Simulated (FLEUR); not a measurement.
Runs of FLEUR MaX-R8.1 (later development tree) on CdS (Greenockite). It takes space group P6_3mc (No. 186, hexagonal). Conventional cell: a = 4.150 Å, b = 4.150 Å, c = 6.737 Å, α = 90.00°, β = 90.00°, γ = 120.00°. Cd (site symmetry 3m) has 4 S at 2.53 to 2.54 Å as nearest neighbours. S (site symmetry 3m) has 4 Cd at 2.53 to 2.54 Å as nearest neighbours. 

```csv
task,level,gmax,muffin-tin radii,lmax,max iterations,mixing factor,kmax,gap on the mesh (eV),V0 of scaled cells (Å³/atom),B0 (GPa)
band structure,PBE,13.5 1/bohr,"Cd 2.53, S 1.9 bohr","Cd 10, S 8",60,0.05,4.37 1/bohr,1.20,-,-
equation of state,PBE,20 1/bohr,"Cd 2.45, S 1.84 bohr","Cd 7, S 5",-,-,4 1/bohr,-,26.14,54
equation of state,PBE,22.5 1/bohr,"Cd 2.45, S 1.84 bohr","Cd 10, S 7",-,-,4.5 1/bohr,-,26.06,(b)
band structure,Xalpha,13.1 1/bohr,"Cd 2.53, S 1.9 bohr","Cd 10, S 8",60,0.05,4.21 1/bohr,0.77,-,-
single point,PBEsol,16.5 1/bohr,"Cd 2.45, S 1.84 bohr","Cd 10, S 8",60,0.05,5.33 1/bohr,1.06,-,-
band structure,PBEsol,16 1/bohr,"Cd 2.53, S 1.9 bohr","Cd 10, S 8",60,0.05,5.16 1/bohr,1.06,-,-
band structure,revPBE,13.1 1/bohr,"Cd 2.53, S 1.9 bohr","Cd 10, S 8",60,0.05,4.21 1/bohr,1.34,-,-
band structure,BH,16 1/bohr,"Cd 2.53, S 1.9 bohr","Cd 10, S 8",60,0.05,5.16 1/bohr,0.92,-,-
band structure,LDA,16 1/bohr,"Cd 2.53, S 1.9 bohr","Cd 10, S 8",60,0.05,5.16 1/bohr,0.91,-,-
band structure,r2SCAN,16 1/bohr,"Cd 2.53, S 1.9 bohr","Cd 10, S 8",80,0.05,5.16 1/bohr,1.66,-,-
equation of state,MJW,13.5 1/bohr,"Cd 2.45, S 1.84 bohr","Cd 10, S 8",-,-,4.35 1/bohr,-,(c),68
equation of state,Xalpha,13.5 1/bohr,"Cd 2.45, S 1.84 bohr","Cd 10, S 8",-,-,4.35 1/bohr,-,(a),58
```

Alike in all rows: potentials or basis all-electron, FLAPW; no spin polarisation; cell as given; k mesh 7 × 7 × 4; smearing fermi-dirac 0.05 eV.

Question: Estimate the missing entries.

Answer: (a) 25.24; (b) 53; (c) 23.90.

Caveats: the plane-wave cutoff is short for the semicore states, which can make moduli rough (some runs); the cell was scaled at fixed shape and fractional positions, which overstates the stiffness of a crystal with free parameters, most of all of layers and chains (some runs); small basis for a fit (some runs); an odd mesh through Γ misses points on the zone boundary, where band edges often lie (some runs); the meta-GGA is that of a development version, with a GGA for the radial functions and cores and without core tails (some runs).

A k mesh can miss the band edges, and the runs leave out spin-orbit coupling on Cd.

Not every run made on this cell is shown here.
